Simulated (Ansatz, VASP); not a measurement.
**Two plane-wave programs on TaN**

Contents of INCAR:

```
SYSTEM = TaN
PREC = Accurate ; ENCUT = 520
EDIFF = 1E-8 ; ISMEAR = -1
SIGMA = 0.03 ; LREAL = .FALSE.
LASPH = .TRUE. ; NELM = 80
ALGO = Normal ; ISIF = 2
LWAVE = .FALSE. ; LCHARG = .FALSE.
GGA = CA ; LEFG = .TRUE.
NBANDS = 33
```

The input KPOINTS:

```
regular mesh
0
G
  5 5 8
  0 0 0
```

The input POSCAR:

```
TaN
1.0
    5.1849992558      0.0000000000      0.0000000000
   -2.5924996279      4.4903410741      0.0000000000
    0.0000000000      0.0000000000      2.9080000000
Ta N
3 3
Direct
    0.0000000000      0.0000000000      0.0000000000
    0.3333333333      0.6666666667      0.5000000000
    0.6666666667      0.3333333333      0.5000000000
    0.5000000000      0.0000000000      0.0000000000
    0.5000000000      0.5000000000      0.0000000000
    0.0000000000      0.5000000000      0.0000000000
```

Input for Ansatz:

```yaml
crystal:
  lattice:
    - [5.1849992558, 0.0, 0.0]
    - [-2.5924996279, 4.4903410741, 0.0]
    - [0.0, 0.0, 2.908]
  atoms:
    - { symbol: Ta, position: [0.0, 0.0, 0.0] }
    - { symbol: Ta, position: [0.3333333333, 0.6666666667, 0.5] }
    - { symbol: Ta, position: [0.6666666667, 0.3333333333, 0.5] }
    - { symbol: "N", position: [0.5, 0.0, 0.0] }
    - { symbol: "N", position: [0.5, 0.5, 0.0] }
    - { symbol: "N", position: [0.0, 0.5, 0.0] }
kpoints:
  mp_grid: { grid: [5, 5, 8] }
  band_path:
    path:
      - [0.0, 0.0, 0.0]
      - [0.5, 0.0, 0.0]
      - [0.3333333333, 0.3333333333, 0.0]
      - [0.0, 0.0, 0.0]
      - [0.0, 0.0, 0.5]
      - [0.5, 0.0, 0.5]
      - [0.3333333333, 0.3333333333, 0.5]
      - [0.0, 0.0, 0.5]
      - [0.5, 0.0, 0.5]
    npoints: 14
scf:
  occupations: { method: fermi_dirac, width: 0.03 }
hamiltonian:
  xc: lda
  pseudopotentials: { kind: paw }
output:
  forces: true
  stress: true
  eigenvalues: true
  efg: { contact_densities: true }
  populations: true
  bader: true
  dos: { projected: true, de: 0.2, e_range: [-14, 8] }
  write_density: true
  write_potential: true
  elf: true
  volumetric_format: npy
```

Alike in both runs: task electric field gradients; functional LDA; k mesh 5 × 5 × 8; occupations fermi-dirac, width 0.03 eV; no spin polarisation.

|  | VASP | Ansatz |
| --- | --- | --- |
| version | VASP 6.6.1 | Ansatz 0.2.0 |
| potentials or method | VASP PAW LDA potentials, release 64 (Ta_pv, N) | PAW with Ansatz's default frozen-core files, scalar-relativistic |
| plane-wave cutoff (eV) | 520 | 420 |
| valence electrons in the cell | 48 | 54 |

|  | VASP | Ansatz | Ansatz less VASP |
| --- | --- | --- | --- |
| pressure (GPa) | -3.0 | -4.7 | -1.72 |
| largest component of the traceless stress (GPa) | 1.32 | 1.69 | +0.361 |
| Vzz of the field gradient on the site that differs most (V/Å²) | -341.5 | -458.3 | -116.86 |

The two sets of potentials don't hold the same shells in valence. Ansatz warned: «gradients_without_spin_orbit».

The runs have no spin-orbit coupling, so splittings on Ta are missing.
